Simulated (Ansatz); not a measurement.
Input for Ansatz (plane-wave DFT, PAW):

```yaml
crystal:
  lattice:
    - [7.6998589062, 0.0, 0.0]
    - [-3.8499294531, 6.6682734183, 0.0]
    - [0.0, 0.0, 18.2869084705]
  atoms:
    - { symbol: Cu, position: [0.0, 0.0, 0.0820258931] }
    - { symbol: Cu, position: [0.1111111111, 0.2222222222, 0.1966235114] }
    - { symbol: Cu, position: [0.2222222222, 0.1111111111, 0.3112211297] }
    - { symbol: Cu, position: [1.0, 0.3333333333, 0.0820258931] }
    - { symbol: Cu, position: [0.1111111111, 0.5555555556, 0.1966235114] }
    - { symbol: Cu, position: [0.2222222222, 0.4444444444, 0.3112211297] }
    - { symbol: Cu, position: [1.0, 0.6666666667, 0.0820258931] }
    - { symbol: Cu, position: [0.1111111111, 0.8888888889, 0.1966235114] }
    - { symbol: Cu, position: [0.2222222222, 0.7777777778, 0.3112211297] }
    - { symbol: Cu, position: [0.3333333333, 1.0, 0.0820258931] }
    - { symbol: Cu, position: [0.4444444444, 0.2222222222, 0.1966235114] }
    - { symbol: Cu, position: [0.5555555556, 0.1111111111, 0.3112211297] }
    - { symbol: Cu, position: [0.3333333333, 0.3333333333, 0.0820258931] }
    - { symbol: Cu, position: [0.4444444444, 0.5555555556, 0.1966235114] }
    - { symbol: Cu, position: [0.5555555556, 0.4444444444, 0.3112211297] }
    - { symbol: Cu, position: [0.3333333333, 0.6666666667, 0.0820258931] }
    - { symbol: Cu, position: [0.4444444444, 0.8888888889, 0.1966235114] }
    - { symbol: Cu, position: [0.5555555556, 0.7777777778, 0.3112211297] }
    - { symbol: Cu, position: [0.6666666667, 1.0, 0.0820258931] }
    - { symbol: Cu, position: [0.7777777778, 0.2222222222, 0.1966235114] }
    - { symbol: Cu, position: [0.8888888889, 0.1111111111, 0.3112211297] }
    - { symbol: Cu, position: [0.6666666667, 0.3333333333, 0.0820258931] }
    - { symbol: Cu, position: [0.7777777778, 0.5555555556, 0.1966235114] }
    - { symbol: Cu, position: [0.8888888889, 0.4444444444, 0.3112211297] }
    - { symbol: Cu, position: [0.6666666667, 0.6666666667, 0.0820258931] }
    - { symbol: Cu, position: [0.7777777778, 0.8888888889, 0.1966235114] }
    - { symbol: Cu, position: [0.8888888889, 0.7777777778, 0.3112211297] }
basis:
  ecutwfc: 420
kpoints:
  mp_grid: { grid: [6, 6, 1] }
hamiltonian:
  xc: pbe
scf:
  occupations: { method: gaussian, width: 0.1 }
output:
  forces: true
  eigenvalues: true
  populations: true
  write_density: true
  write_potential: true
  elf: true
  volumetric_format: npy
relax:
  adjacent_minimum: "off"
  f_tol: 0.02
  max_steps: 45
  constraints: [{ sites: [0, 3, 6, 9, 12, 15, 18, 21, 24] }]
efield:
  axis: 3
  dipole_correction: true
  ramp_width: 0.04
```

Launched with
```bash
ansatz run input.yaml --threads 4 --pin off --max-ram 12288MiB --backend cpu --events-out ev --progress --plain --runs-dir out
```

Theory: DFT PBE, scalar-relativistic, plane waves, PAW (Ansatz).

From the run's log, abridged (iterations and final results):

```
SCF iter   1: F=—  HF=-178870.975208 eV  |F-HF|=—  |Δ(HF+E_count)|=         —  Δρ=1.57e-3  dr2=2.42e-2  ethr=1.77e-3  p=0.000 e·Å  D=9.35e-6 V/Å  ΔV_dip= 0.00 eV  dr2_dipole=3.65e-8  V_vac-E_F(+/−)=4.79/4.79 eV  ⟨swp⟩=6.1  Hψ=8454  notcnv=0  defer=154
efield: sawtooth ramp at fractional position 0.6766 (placed from the atoms, in the widest stretch of the axis that holds none; the zero of the levels goes with the place), width 0.0400; the density the first Hamiltonian is built on has a dipole p = 0.000 e·Å; the dipole correction subtracts the counter field D = 9.35e-6 V/Å, which shifts the + side's vacuum level by  0.00 eV against the − side's; the planar-averaged density in the ramp window peaks in size at 8.7e-5 e/Å³
SCF iter   2: F=—  HF=-178871.011949 eV  |F-HF|=—  |Δ(HF+E_count)|=   3.67e-2  Δρ=1.86e-3  dr2=2.63e-2  ethr=4.71e-6  p=0.000 e·Å  D=3.28e-5 V/Å  ΔV_dip= 0.00 eV  dr2_dipole=7.82e-8  V_vac-E_F(+/−)=4.74/4.74 eV  ⟨swp⟩=3.0  Hψ=5329  notcnv=0  defer=228
SCF iter   3: F=—  HF=-178871.012724 eV  |F-HF|=—  |Δ(HF+E_count)|=   7.75e-4  Δρ=1.92e-3  dr2=1.87e-2  ethr=4.71e-6  p= 0.000 e·Å  D=-3.28e-6 V/Å  ΔV_dip=0.00 eV  dr2_dipole=1.82e-7  V_vac-E_F(+/−)=4.74/4.74 eV  ⟨swp⟩=2.0  Hψ=3667  notcnv=0  defer=228
SCF iter   4: F=—  HF=-178871.008632 eV  |F-HF|=—  |Δ(HF+E_count)|=   4.09e-3  Δρ=4.06e-4  dr2=9.87e-4  ethr=3.64e-6  p=0.000 e·Å  D=4.62e-6 V/Å  ΔV_dip= 0.00 eV  dr2_dipole=1.12e-9  V_vac-E_F(+/−)=4.73/4.73 eV  ⟨swp⟩=2.0  Hψ=2835  notcnv=0  defer=228
SCF iter   5: F=—  HF=-178871.007755 eV  |F-HF|=—  |Δ(HF+E_count)|=   8.78e-4  Δρ=2.32e-4  dr2=2.42e-4  ethr=1.92e-7  p=0.000 e·Å  D=2.54e-6 V/Å  ΔV_dip= 0.00 eV  dr2_dipole=4.37e-9  V_vac-E_F(+/−)=4.74/4.74 eV  ⟨swp⟩=3.0  Hψ=3625  notcnv=0  defer=228
SCF iter   6: F=—  HF=-178871.007732 eV  |F-HF|=—  |Δ(HF+E_count)|=   2.28e-5  Δρ=6.87e-5  dr2=3.88e-5  ethr=4.72e-8  p=0.000 e·Å  D=6.86e-6 V/Å  ΔV_dip= 0.00 eV  dr2_dipole=2.43e-15  V_vac-E_F(+/−)=4.73/4.73 eV  ⟨swp⟩=3.6  Hψ=4477  notcnv=0  defer=228
SCF iter   7: F=-178871.007736 eV  HF=-178871.007740 eV  |F-HF|=3.86e-6  |Δ(HF+E_count)|=   8.38e-6  Δρ=3.40e-5  dr2=9.52e-6  ethr=1.95e-9  p=0.000 e·Å  D=6.71e-6 V/Å  ΔV_dip= 0.00 eV  dr2_dipole=1.54e-11  V_vac-E_F(+/−)=4.74/4.74 eV  ⟨swp⟩=21.1  Hψ=22857  notcnv=0
SCF iter   8: F=-178871.007745 eV  HF=-178871.007745 eV  |F-HF|=4.32e-7  |Δ(HF+E_count)|=   4.34e-6  Δρ=6.09e-6  dr2=4.19e-7  ethr=1.86e-9  p=0.000 e·Å  D=4.97e-6 V/Å  ΔV_dip= 0.00 eV  dr2_dipole=2.51e-11  V_vac-E_F(+/−)=4.74/4.74 eV  ⟨swp⟩=12.9  Hψ=17881  notcnv=0
SCF 1 converged in 8 iterations: F = -178871.007745 eV  dr2 = 4.19e-7
relax step   1: F+E_penalty+E_count = -178871.00774496 eV  Δ(F+E_penalty+E_count) = +0.000e0 eV  max|allowed force component| = 1.128e-1 eV/Å  Δτ_max = 0.0000 Å  (8 SCF iters, dr2 threshold 1.00e-5 eV, accepted)
Initial density: handed on by an earlier stage of this run
Initial wavefunctions: those handed on with the density
SCF iter   1: F=—  HF=-178871.037557 eV  |F-HF|=—  |Δ(HF+E_count)|=         —  Δρ=2.14e-3  dr2=2.36e-2  ethr=4.76e-6  p=0.000 e·Å  D=6.11e-6 V/Å  ΔV_dip= 0.00 eV  dr2_dipole=2.25e-4  V_vac-E_F(+/−)=4.74/4.74 eV  ⟨swp⟩=2.7  Hψ=6300  notcnv=0  defer=296
efield: sawtooth ramp at fractional position 0.6766 (handed on by an earlier solve), width 0.0400; the density the first Hamiltonian is built on has a dipole p = 0.000 e·Å; the dipole correction subtracts the counter field D = 6.11e-6 V/Å, which shifts the + side's vacuum level by  0.00 eV against the − side's; the planar-averaged density in the ramp window peaks in size at 2.5e-5 e/Å³
SCF iter   2: F=—  HF=-178871.032234 eV  |F-HF|=—  |Δ(HF+E_count)|=   5.32e-3  Δρ=1.55e-3  dr2=2.82e-2  ethr=4.60e-6  p=-0.008 e·Å  D=-1.59e-3 V/Å  ΔV_dip=0.03 eV  dr2_dipole=6.00e-3  V_vac-E_F(+/−)=4.76/4.73 eV  ⟨swp⟩=2.0  Hψ=3479  notcnv=0  defer=296
SCF iter   3: F=—  HF=-178871.030045 eV  |F-HF|=—  |Δ(HF+E_count)|=   2.19e-3  Δρ=1.36e-3  dr2=1.43e-2  ethr=4.60e-6  p=0.000 e·Å  D=2.95e-5 V/Å  ΔV_dip= 0.00 eV  dr2_dipole=1.44e-3  V_vac-E_F(+/−)=4.73/4.73 eV  ⟨swp⟩=2.0  Hψ=3232  notcnv=0  defer=296
SCF iter   4: F=—  HF=-178871.028176 eV  |F-HF|=—  |Δ(HF+E_count)|=   1.87e-3  Δρ=3.10e-4  dr2=2.85e-3  ethr=2.79e-6  p= 0.000 e·Å  D=-8.51e-5 V/Å  ΔV_dip=0.00 eV  dr2_dipole=7.09e-4  V_vac-E_F(+/−)=4.74/4.74 eV  ⟨swp⟩=2.0  Hψ=2720  notcnv=0  defer=296
SCF iter   5: F=—  HF=-178871.028390 eV  |F-HF|=—  |Δ(HF+E_count)|=   2.14e-4  Δρ=3.60e-4  dr2=1.31e-3  ethr=5.55e-7  p=-0.001 e·Å  D=-1.40e-4 V/Å  ΔV_dip=0.00 eV  dr2_dipole=2.50e-4  V_vac-E_F(+/−)=4.74/4.74 eV  ⟨swp⟩=2.0  Hψ=2871  notcnv=0  defer=296
SCF iter   6: F=—  HF=-178871.028252 eV  |F-HF|=—  |Δ(HF+E_count)|=   1.39e-4  Δρ=1.62e-4  dr2=3.68e-4  ethr=2.55e-7  p=0.000 e·Å  D=7.93e-5 V/Å  ΔV_dip= 0.00 eV  dr2_dipole=5.93e-5  V_vac-E_F(+/−)=4.74/4.74 eV  ⟨swp⟩=2.0  Hψ=2889  notcnv=0  defer=296
SCF iter   7: F=—  HF=-178871.027739 eV  |F-HF|=—  |Δ(HF+E_count)|=   5.12e-4  Δρ=3.44e-5  dr2=2.09e-5  ethr=7.18e-8  p=0.000 e·Å  D=6.93e-5 V/Å  ΔV_dip= 0.00 eV  dr2_dipole=3.17e-6  V_vac-E_F(+/−)=4.74/4.74 eV  ⟨swp⟩=2.0  Hψ=2861  notcnv=0  defer=296
SCF iter   8: F=—  HF=-178871.027751 eV  |F-HF|=—  |Δ(HF+E_count)|=   1.12e-5  Δρ=3.01e-5  dr2=9.36e-6  ethr=4.07e-9  p=0.000 e·Å  D=4.78e-5 V/Å  ΔV_dip= 0.00 eV  dr2_dipole=4.86e-7  V_vac-E_F(+/−)=4.74/4.74 eV  ⟨swp⟩=2.0  Hψ=2881  notcnv=0  defer=296
SCF iter   9: F=—  HF=-178871.027754 eV  |F-HF|=—  |Δ(HF+E_count)|=   2.96e-6  Δρ=1.22e-5  dr2=3.31e-6  ethr=1.83e-9  p=0.000 e·Å  D=3.06e-5 V/Å  ΔV_dip= 0.00 eV  dr2_dipole=2.36e-7  V_vac-E_F(+/−)=4.74/4.74 eV  ⟨swp⟩=2.0  Hψ=2390  notcnv=0  defer=296
SCF iter  10: F=—  HF=-178871.027757 eV  |F-HF|=—  |Δ(HF+E_count)|=   3.30e-6  Δρ=9.43e-6  dr2=9.57e-7  ethr=6.46e-10  p=0.000 e·Å  D=1.55e-5 V/Å  ΔV_dip= 0.00 eV  dr2_dipole=3.05e-8  V_vac-E_F(+/−)=4.74/4.74 eV  ⟨swp⟩=2.0  Hψ=2676  notcnv=0  defer=296
SCF iter  11: F=-178871.027757 eV  HF=-178871.027757 eV  |F-HF|=1.18e-7  |Δ(HF+E_count)|=   3.89e-7  Δρ=3.12e-6  dr2=1.45e-7  ethr=1.55e-10  p=0.000 e·Å  D=1.12e-5 V/Å  ΔV_dip= 0.00 eV  dr2_dipole=1.53e-8  V_vac-E_F(+/−)=4.74/4.74 eV  ⟨swp⟩=17.9  Hψ=18832  notcnv=0
SCF 2 converged in 11 iterations: F = -178871.027757 eV  dr2 = 1.45e-7
relax step   2: F+E_penalty+E_count = -178871.02775731 eV  Δ(F+E_penalty+E_count) = -2.001e-2 eV  max|allowed force component| = 6.980e-2 eV/Å  Δτ_max = 0.0243 Å  (11 SCF iters, dr2 threshold 7.95e-7 eV, accepted)
   ...
SCF iter   5: F=—  HF=-178871.040826 eV  |F-HF|=—  |Δ(HF+E_count)|=   4.13e-4  Δρ=6.99e-4  dr2=3.98e-3  ethr=1.32e-6  p=-0.001 e·Å  D=-1.07e-4 V/Å  ΔV_dip=0.00 eV  dr2_dipole=5.29e-4  V_vac-E_F(+/−)=4.74/4.73 eV  ⟨swp⟩=2.1  Hψ=2913  notcnv=0  defer=291
SCF iter   6: F=—  HF=-178871.040159 eV  |F-HF|=—  |Δ(HF+E_count)|=   6.67e-4  Δρ=2.56e-4  dr2=9.08e-4  ethr=7.76e-7  p=0.001 e·Å  D=1.33e-4 V/Å  ΔV_dip= 0.00 eV  dr2_dipole=1.42e-4  V_vac-E_F(+/−)=4.73/4.74 eV  ⟨swp⟩=2.0  Hψ=2862  notcnv=0  defer=291
SCF iter   7: F=—  HF=-178871.040143 eV  |F-HF|=—  |Δ(HF+E_count)|=   1.65e-5  Δρ=5.67e-5  dr2=4.81e-5  ethr=1.77e-7  p=0.000 e·Å  D=7.94e-5 V/Å  ΔV_dip= 0.00 eV  dr2_dipole=6.61e-6  V_vac-E_F(+/−)=4.73/4.73 eV  ⟨swp⟩=2.0  Hψ=2848  notcnv=0  defer=291
SCF iter   8: F=—  HF=-178871.039663 eV  |F-HF|=—  |Δ(HF+E_count)|=   4.80e-4  Δρ=3.78e-5  dr2=1.53e-5  ethr=9.37e-9  p=0.000 e·Å  D=4.82e-5 V/Å  ΔV_dip= 0.00 eV  dr2_dipole=9.64e-7  V_vac-E_F(+/−)=4.73/4.73 eV  ⟨swp⟩=2.0  Hψ=2905  notcnv=0  defer=291
SCF iter   9: F=—  HF=-178871.039670 eV  |F-HF|=—  |Δ(HF+E_count)|=   6.37e-6  Δρ=1.46e-5  dr2=4.84e-6  ethr=2.98e-9  p=0.000 e·Å  D=2.25e-5 V/Å  ΔV_dip= 0.00 eV  dr2_dipole=4.03e-7  V_vac-E_F(+/−)=4.73/4.73 eV  ⟨swp⟩=2.0  Hψ=2735  notcnv=0  defer=291
SCF iter  10: F=—  HF=-178871.039675 eV  |F-HF|=—  |Δ(HF+E_count)|=   5.04e-6  Δρ=1.52e-5  dr2=2.11e-6  ethr=9.44e-10  p=0.000 e·Å  D=1.53e-5 V/Å  ΔV_dip= 0.00 eV  dr2_dipole=3.45e-8  V_vac-E_F(+/−)=4.73/4.73 eV  ⟨swp⟩=2.0  Hψ=2899  notcnv=0  defer=291
SCF iter  11: F=—  HF=-178871.039675 eV  |F-HF|=—  |Δ(HF+E_count)|=   4.92e-7  Δρ=3.59e-6  dr2=2.30e-7  ethr=4.11e-10  p=0.000 e·Å  D=1.18e-5 V/Å  ΔV_dip= 0.00 eV  dr2_dipole=1.94e-8  V_vac-E_F(+/−)=4.73/4.73 eV  ⟨swp⟩=2.0  Hψ=2860  notcnv=0  defer=291
SCF iter  12: F=-178871.039676 eV  HF=-178871.039676 eV  |F-HF|=3.57e-8  |Δ(HF+E_count)|=   4.50e-7  Δρ=3.11e-6  dr2=8.22e-8  ethr=1.95e-11  p=0.000 e·Å  D=7.52e-6 V/Å  ΔV_dip= 0.00 eV  dr2_dipole=5.67e-9  V_vac-E_F(+/−)=4.73/4.73 eV  ⟨swp⟩=16.7  Hψ=17101  notcnv=0
SCF 3 converged in 12 iterations: F = -178871.039676 eV  dr2 = 8.22e-8
relax step   3: F+E_penalty+E_count = -178871.03967557 eV  Δ(F+E_penalty+E_count) = -1.192e-2 eV  max|allowed force component| = 2.889e-3 eV/Å  Δτ_max = 0.0389 Å  (12 SCF iters, accepted)
WARN: The output density's exchange-correlation potential varies sharply where the density is thin. Do not read a vacuum level from v_tot or v_xc, or from such a field of the output density. On a cell that repeats whose density bears no net charge and no dipole along the vacuum's axis use v_es (v_loc + v_h of the components); under efield.dipole_correction with no amplitude use v_es + v_field, which holds any external_charges[].barrier, or the levels of the report's work_function block, which leave it out; under a non-zero efield.amplitude the vacuum is tilted and has no level; on a cell that repeats and bears such a dipole with no correction it is tilted too, and efield.dipole_correction wi ...
SCF converged after 12 iterations
Free energy (F): -178871.039676 eV
Harris-Foulkes:  -178871.039676 eV  (|F-HF|=3.57e-8)
Internal energy: -178870.909848 eV  (E = F + TS)
E sigma→0 (E₀):  -178870.974762 eV
Entropy (-TS):   -0.129828 eV (-4.808 meV/atom)
Fermi energy:    2.633232 eV
Dipole field:    D = 0.000054 V/Å  (p = 0.000282 e·Å, saw-weighted, corrected)
Work function:   Φ+ = 4.7342 eV   Φ− = 4.7351 eV
Levels:          The Fermi level and band energies are counted from a zero that moves with the ramp; work functions are not
--- Per-component energies (eV) ---
  E_band       = -16846.021284
  E_kinetic    = 8086.817511
  E_local      = -755813.356070  (includes V_loc(G=0)·N_el)
  E_nonlocal   = 10569.791853
  E_hartree    = 367840.026764
  E_xc         = -2396.141240
  E_vxc        = -3090.009894  (∫ρ·V_xc dr)
  E_paw        = -44940.513845  (= ΣΔE_a)
  E_vpaw       = -12279.388198  (= ΣTr[D̂ρ^β])
  E_aug_tail   = 0.007217  (compensation charges beyond the density's cutoff)
  E_efield     = 0.000000  (sawtooth field / dipole correction)
  E_vefield    = 0.000879  (∫n·V_field dr)
  E_ewald      = 237782.457962
  E_smearing   = -0.129828  (= −TS)
--- Forces (eV/Å), atoms counted from 1 ---
  atom   1  Cu     0.00000000     0.00000000    -0.00292880
  atom   2  Cu     0.00000000     0.00000000     0.00001726
  atom   3  Cu     0.00000000     0.00000000     0.00288859
  atom   4  Cu     0.00000000     0.00000000    -0.00292880
  atom   5  Cu     0.00000000     0.00000000     0.00001726
  atom   6  Cu     0.00000000     0.00000000     0.00288859
  atom   7  Cu     0.00000000     0.00000000    -0.00292880
  atom   8  Cu     0.00000000     0.00000000     0.00001726
  atom   9  Cu     0.00000000     0.00000000     0.00288859
  atom  10  Cu     0.00000000     0.00000000    -0.00292880
  atom  11  Cu     0.00000000     0.00000000     0.00001726
  atom  12  Cu     0.00000000     0.00000000     0.00288859
  atom  13  Cu     0.00000000     0.00000000    -0.00292880
  atom  14  Cu     0.00000000     0.00000000     0.00001726
  atom  15  Cu     0.00000000     0.00000000     0.00288859
  atom  16  Cu     0.00000000     0.00000000    -0.00292880
  atom  17  Cu     0.00000000     0.00000000     0.00001726
  atom  18  Cu     0.00000000     0.00000000     0.00288859
  atom  19  Cu     0.00000000     0.00000000    -0.00292880
  atom  20  Cu     0.00000000     0.00000000     0.00001726
  atom  21  Cu     0.00000000     0.00000000     0.00288859
  atom  22  Cu     0.00000000     0.00000000    -0.00292880
  atom  23  Cu     0.00000000     0.00000000     0.00001726
  atom  24  Cu     0.00000000     0.00000000     0.00288859
  atom  25  Cu     0.00000000     0.00000000    -0.00292880
  atom  26  Cu     0.00000000     0.00000000     0.00001726
  atom  27  Cu     0.00000000     0.00000000     0.00288859
--- Band table (eV; the first three rows and the last of 7) ---
  k-point 0: bands = ["-109.9152", "-109.9086", "-109.9086", "-109.9086", "-109.9086", "-109.9086", "-109.9086", "-109.9054", "-109.9054", "-109.6712", "-109.6710", "-109.6647", "-109.6647", "-109.6647", "-109.6647", "-109.6647", "-109.6647", "-109.6646", "-109.6646", "-109.6646", "-109.6646", "-109.6646", "-109.6646", "-109.6615", "-109.6615", "-109.6614", "-109.6614", "-67.3114", "-67.3027", "-67.3027", "-67.3027", "-67.3027", "-67.3027", "-67.3027", "-67.2990", "-67.2990", "-67.2990", "-67.2990", "-67.2990", "-67.2990", "-67.2983", "-67.2983", "-67.2953", "-67.2953", "-67.2953", "-67.2953", "-67.2543", "-67.2543", "-67.2543", "-67.2543", "-67.2543", "-67.2543", "-67.2393", "-67.2393", "-6 ...
  k-point 1: bands = ["-109.9149", "-109.9101", "-109.9092", "-109.9092", "-109.9079", "-109.9079", "-109.9075", "-109.9055", "-109.9055", "-109.6709", "-109.6708", "-109.6661", "-109.6660", "-109.6653", "-109.6653", "-109.6652", "-109.6652", "-109.6640", "-109.6640", "-109.6639", "-109.6639", "-109.6636", "-109.6635", "-109.6616", "-109.6616", "-109.6615", "-109.6615", "-67.3110", "-67.3095", "-67.3045", "-67.3044", "-67.3044", "-67.3034", "-67.3034", "-67.3022", "-67.3022", "-67.3017", "-67.3017", "-67.3012", "-67.2985", "-67.2985", "-67.2928", "-67.2928", "-67.2870", "-67.2870", "-67.2861", "-67.2571", "-67.2571", "-67.2570", "-67.2539", "-67.2539", "-67.2511", "-67.2417", "-67.2399", "-6 ...
  k-point 2: bands = ["-109.9142", "-109.9116", "-109.9096", "-109.9096", "-109.9072", "-109.9072", "-109.9067", "-109.9059", "-109.9059", "-109.6702", "-109.6700", "-109.6676", "-109.6675", "-109.6657", "-109.6657", "-109.6655", "-109.6655", "-109.6633", "-109.6633", "-109.6632", "-109.6632", "-109.6628", "-109.6627", "-109.6620", "-109.6620", "-109.6619", "-109.6619", "-67.3163", "-67.3100", "-67.3078", "-67.3078", "-67.3068", "-67.3068", "-67.3065", "-67.3039", "-67.3039", "-67.3008", "-67.3008", "-67.3003", "-67.2990", "-67.2990", "-67.2876", "-67.2876", "-67.2780", "-67.2780", "-67.2723", "-67.2622", "-67.2622", "-67.2587", "-67.2549", "-67.2549", "-67.2487", "-67.2476", "-67.2417", "-6 ...
  k-point 6: bands = ["-109.9123", "-109.9123", "-109.9123", "-109.9074", "-109.9074", "-109.9074", "-109.9062", "-109.9062", "-109.9062", "-109.6684", "-109.6684", "-109.6684", "-109.6682", "-109.6682", "-109.6682", "-109.6634", "-109.6634", "-109.6634", "-109.6633", "-109.6633", "-109.6633", "-109.6623", "-109.6623", "-109.6623", "-109.6622", "-109.6622", "-109.6622", "-67.3158", "-67.3158", "-67.3158", "-67.3075", "-67.3075", "-67.3075", "-67.3009", "-67.3009", "-67.3009", "-67.3006", "-67.3006", "-67.3006", "-67.2996", "-67.2996", "-67.2996", "-67.2675", "-67.2675", "-67.2675", "-67.2652", "-67.2652", "-67.2652", "-67.2643", "-67.2643", "-67.2643", "-67.2466", "-67.2466", "-67.2466", "-6 ...
--- Relaxed structure (3 steps of the walk, 3 accepted, 0 SCFs on fresh bases) ---
  F+E_penalty+E_count = -178871.03967557 eV   max|allowed force component| = 2.889e-3 eV/Å
  atoms:
    - { symbol: Cu, position: [0.0, 0.0, 0.08202589] }
    - { symbol: Cu, position: [0.11111111, 0.22222222, 0.19489724] }
    - { symbol: Cu, position: [0.22222222, 0.11111111, 0.30776891] }
    - { symbol: Cu, position: [1.0, 0.33333333, 0.08202589] }
    - { symbol: Cu, position: [0.11111111, 0.55555555, 0.19489724] }
    - { symbol: Cu, position: [0.22222222, 0.44444444, 0.30776891] }
    - { symbol: Cu, position: [1.0, 0.66666666, 0.08202589] }
    - { symbol: Cu, position: [0.11111111, 0.88888888, 0.19489724] }
    - { symbol: Cu, position: [0.22222222, 0.77777777, 0.30776891] }
    - { symbol: Cu, position: [0.33333333, 1.0, 0.08202589] }
    - { symbol: Cu, position: [0.44444444, 0.22222222, 0.19489724] }
    - { symbol: Cu, position: [0.55555555, 0.11111111, 0.30776891] }
    - { symbol: Cu, position: [0.33333333, 0.33333333, 0.08202589] }
    - { symbol: Cu, position: [0.44444444, 0.55555555, 0.19489724] }
    - { symbol: Cu, position: [0.55555555, 0.44444444, 0.30776891] }
    - { symbol: Cu, position: [0.33333333, 0.66666666, 0.08202589] }
    - { symbol: Cu, position: [0.44444444, 0.88888888, 0.19489724] }
    - { symbol: Cu, position: [0.55555555, 0.77777777, 0.30776891] }
    - { symbol: Cu, position: [0.66666666, 1.0, 0.08202589] }
    - { symbol: Cu, position: [0.77777777, 0.22222222, 0.19489724] }
    - { symbol: Cu, position: [0.88888888, 0.11111111, 0.30776891] }
    - { symbol: Cu, position: [0.66666666, 0.33333333, 0.08202589] }
    - { symbol: Cu, position: [0.77777777, 0.55555555, 0.19489724] }
    - { symbol: Cu, position: [0.88888888, 0.44444444, 0.30776891] }
    - { symbol: Cu, position: [0.66666666, 0.66666666, 0.08202589] }
    - { symbol: Cu, position: [0.77777777, 0.88888888, 0.19489724] }
    - { symbol: Cu, position: [0.88888888, 0.77777777, 0.30776891] }
--- Löwdin populations: 27 sites ---
  site symbol q [e]
     0     Cu     18.8684
     1     Cu     18.8425
     2     Cu     18.8684
     3     Cu     18.8684
     4     Cu     18.8425
     5     Cu     18.8684
     6     Cu     18.8684
     7     Cu     18.8425
     8     Cu     18.8684
     9     Cu     18.8684
    10     Cu     18.8425
    11     Cu     18.8684
    12     Cu     18.8684
    13     Cu     18.8425
    14     Cu     18.8684
    15     Cu     18.8684
    16     Cu     18.8425
    17     Cu     18.8684
    18     Cu     18.8684
    19     Cu     18.8425
    20     Cu     18.8684
    21     Cu     18.8684
    22     Cu     18.8425
    23     Cu     18.8684
    24     Cu     18.8684
    25     Cu     18.8425
    26     Cu     18.8684
  spilling = 0.007383 (of n_electrons = 513.000000)
```

The relaxation met its thresholds.

It took 3.3 min on 4 threads of AMD EPYC 7R13 Processor (Zen 3), on a shared host, peak memory 5.6 GiB.